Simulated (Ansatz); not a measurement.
# BAs: pressure against volume

BAs, F-43m, a = 4.784 Å. Ansatz: r2SCAN, PAW, 500 eV, Γ-centred 10×10×10 mesh on 2 atoms, Gaussian smearing 0.02 eV; no spin polarisation. Symmetry fixes shape and atoms, so the cell is only scaled; pressure is positive in compression.

| V (Å³/atom) | P (GPa) |
| --- | --- |
| 12.043 | ? |
| 12.453 | 16.07 |
| 12.864 | 9.88 |
| 13.274 | 4.57 |
| 13.685 | 0.00 |
| 14.095 | -3.92 |
| 14.506 | -7.29 |
| 15.053 | -11.04 |

Take V0 = 13.685 Å³/atom, fit the third-order Birch–Murnaghan form to the other rows, and predict the missing pressure.

With the Eulerian strain f = ½[(V0/V)^(2/3) − 1] and y = P/[3f(1 + 2f)^(5/2)], the form is the line y = B0 + 1.5 B0 (B0′ − 4) f. Rows (f, y): 0.03246, 141.0; 0.02105, 141.1; 0.01027, 141.0; -0.00974, 140.9; -0.01905, 140.6; -0.03077, 140.2. Means f = 0.0007033, y = 140.80; Σ(Δf)² = 0.003004, ΣΔfΔy = 0.03616; the slope is their ratio. y = 140.8 + 12.04 f GPa, so B0 = 140.8 GPa and B0′ = 4 + 2 × (12.04)/(3 × 140.8) = 4.06. At V = 12.043, f = 0.04447, y = 141.34 and P = 23.33 GPa. The run gave 23.29 GPa, so the fit is 0.04 GPa too high, a small miss on the scale of the series.

The fitted bulk modulus of 140.8 GPa marks BAs as a stiff solid, as expected for short, strongly directional B–As bonds with little ionic character. Pressure rises faster on compression than it falls on expansion because overlap repulsion steepens while the bonding forces weaken with stretching. With B0′ at 4.06, Eulerian strain absorbs nearly all of this anharmonicity.

The small miss has a recognisable pattern. The reduced pressure y is almost flat across the compressed rows but drops on expansion, to 140.2 GPa at the largest volume. The positive slope therefore comes mainly from the stretched side, and carrying it into stronger compression overshoots. This suggests a small negative curvature in y, which a third-order form cannot hold, although a slight volume-dependent basis-set error in the pressure could contribute. The bulk modulus is thus better supported than the exact value of its pressure derivative, which depends on the strain range fitted. A smooth curve for this one structure doesn't show that zinc blende remains the preferred phase under pressure.
